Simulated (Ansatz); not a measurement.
CsCl:
```
CELL_PARAMETERS angstrom
      4.06859     0.00000     0.00000
      0.00000     4.06859     0.00000
      0.00000     0.00000     4.06859
ATOMIC_POSITIONS crystal
  Cs 0.00000 0.00000 0.00000
  Cl 0.50000 0.50000 0.50000
```

Relaxed with PBEsol. Special points in fractions of this cell's reciprocal vectors: Γ (0.000, 0.000, 0.000); X (0.000, 0.500, 0.000); M (0.500, 0.500, 0.000); R (0.500, 0.500, 0.500).

**Question.** List the band energies nearest the valence-band maximum at these points for PBEsol with spin–orbit coupling (plane waves, PAW; program Ansatz).

**Answer.** In eV from the valence-band maximum; about four levels below and three above (degenerate sets whole), none deeper than 8.9 eV; points with the same levels are listed once.

```
k                    below                          above
-  -----------------------  -----------------------------
Γ      0.00 0.00 0.00 0.00            5.15 5.15 5.15 5.15
X  -0.39 -0.39 -0.32 -0.32            6.26 6.26 7.62 7.62
M  -0.49 -0.49 -0.15 -0.15            5.77 5.77 5.84 5.84
R  -1.28 -1.28 -1.28 -1.28  8.52 8.52 8.52 8.52 8.53 8.53
```

Space group Pm-3m (CsCl type). The cell was relaxed with PBEsol under the symmetry of its start.

Potentials: the earlier of the program's two PAW sets. The files were generated under PBE; for other functionals the program regenerates the frozen cores, and for LDA and PBEsol the local potential too.
